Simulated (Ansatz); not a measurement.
Compare A (`C=COC=C`) with its isomer B (`C=CC(C)=O`).

Program: Ansatz. Geometries: PBE0-D4/def2-TZVP. ΔE: electronic, gas phase. CCSD(T)/CBS adds triple-zeta CCSD(T) − MP2 to the extrapolated MP2 energy (def2 sets, frozen cores). Functionals use def2-TZVPP. B3LYP here is the variant with VWN-RPA as its local correlation; programs differ in this. Each species was taken in one conformer, which may not be the lowest.

Question: Which is lower in electronic energy at CCSD(T)/CBS, and by how much? (Best estimate.)

Answer: The calculation gave: B, by 99.2 kJ/mol.

Question: Give E(B) − E(A) in kJ/mol with B3LYP-D4, PBE0-D4, CCSD(T)/def2-TZVPP, HF/def2-TZVPP, LDA (SPW92), B3LYP, MP2/def2-TZVPP. (Estimate.)

Answer: The calculation gave: B3LYP-D4 -95.1, PBE0-D4 -97.4, CCSD(T)/def2-TZVPP -100.4, HF/def2-TZVPP -104.4, LDA (SPW92) -81.2, B3LYP -93.8, MP2/def2-TZVPP -104.7. None reverses the order clearly.

Question: Does the order hold for the free energy at 298.15 K (harmonic terms from PBE0-D4)? (An estimate is asked.)

Answer: Computed: Yes: G(B) − G(A) = -100.9 kJ/mol, for one conformer each.

Largest T1 diagnostic: 0.014.

At CCSD(T), def2-SVP lies −9.3 kJ/mol from the extrapolated value and def2-TZVPP −1.2 kJ/mol. From BLYP to BHLYP (50 % exact exchange), in def2-TZVPP and without D4, E(B) − E(A) moves by −5.1 kJ/mol.
